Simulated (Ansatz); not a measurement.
## Ru (P6_3/mmc), axial (c/a) deformation path

All numbers below come from Ansatz 0.2.0, DFT PBEsol, scalar-relativistic, plane waves, PAW. Cutoff 420 eV, Γ-centred 30×30×16 k-points, Gaussian smearing of 0.15 eV. No spin polarisation. Energies are free energies at this smearing, counted from the undisturbed cell; pressure is positive in compression.

Zero of the scan (relaxed at this level; with this scan's settings it stands at 0.1 GPa):

```
Ru
1.0
     2.68952    0.00000    0.00000
    -1.34476    2.32920    0.00000
     0.00000    0.00000    4.25192
Ru
2
Direct
  0.33333 0.66667 0.25000
  0.66667 0.33333 0.75000
```

At fixed volume and fractional coordinates, lengths along (0.000, 0.000, 1.000) are scaled against those across it; ρ is that ratio over its starting value. The cell is metallic on the mesh throughout.

```
    ρ  ΔE (meV/atom) pressure (GPa)
0.800              ?               ?
0.850          313.3            11.4
0.920           88.3             3.8
0.960           20.7             1.3
1.000            0.0             0.1
1.050              ?               ?
1.100          130.4             2.7
1.200          450.8            12.1
1.300          850.9            25.9
```

(1) Give the withheld values.

## Answers

(1) ΔE (meV/atom) at ρ = 0.800: 541.0; pressure (GPa) at ρ = 0.800: 18.6; ΔE (meV/atom) at ρ = 1.050: 35.5; pressure (GPa) at ρ = 1.050: 0.4.

Cost: 9 runs of about 3.5 core-minutes in all, on Arm Neoverse V1 (shared hosts).